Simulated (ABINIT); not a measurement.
A run of ABINIT 10.8.3 (patched build) is set up as follows.

File run.abi:

```
# Pseudopotentials
pp_dirpath "./"
pseudos "Ga.upf, P.upf"

# Structure
acell 7.2831660764 7.2831660764 7.2831660764
rprim
     0.0000000000     0.7071067812     0.7071067812
     0.7071067812     0.0000000000     0.7071067812
     0.7071067812     0.7071067812     0.0000000000
ntypat 2
znucl 31 15
natom 2
typat 1 2
chkprim 0
chksymtnons 0
tolsym 1.0e-6
xred
            0.0            0.0            0.0
            3/4            3/4            3/4

# Plane-wave basis
ecut 40.0
ecutsm 0.5

# k points
kptopt 1
ngkpt 6 6 6
nshiftk 1
shiftk 0.0 0.0 0.0

# Exchange and correlation
ixc 7

# Bands and occupations
nband 13
occopt 3
tsmear 0.05 eV

# SCF cycle
nstep 80
tolvrs 1.0e-12

# Output
iomode 3
prteig 0
prtebands 0
prtwf 0
prtden 0

# Relaxation
ionmov 2
optcell 2
ntime 50
tolmxf 2.0e-5
dilatmx 1.08
```

Potentials or basis: PseudoDojo NC SR LDA v0.4.1 standard.

The run is started by

```bash
$ abinit run.abi > log 2>&1
```

(1) Predict the relaxed volume.

(2) Estimate the band gap on the k mesh.

(3) Estimate the space group after relaxing (to 0.05 Å).

(4) What does it give for the relaxed cell?

Answers

(1) 19.56 Å³/atom.

(2) 1.43 eV, indirect (least direct gap 1.89 eV).

(3) F-43m (No. 216).

(4) a = 3.810 Å, b = 3.810 Å, c = 3.810 Å, α = 60.00°, β = 60.00°, γ = 60.00°.
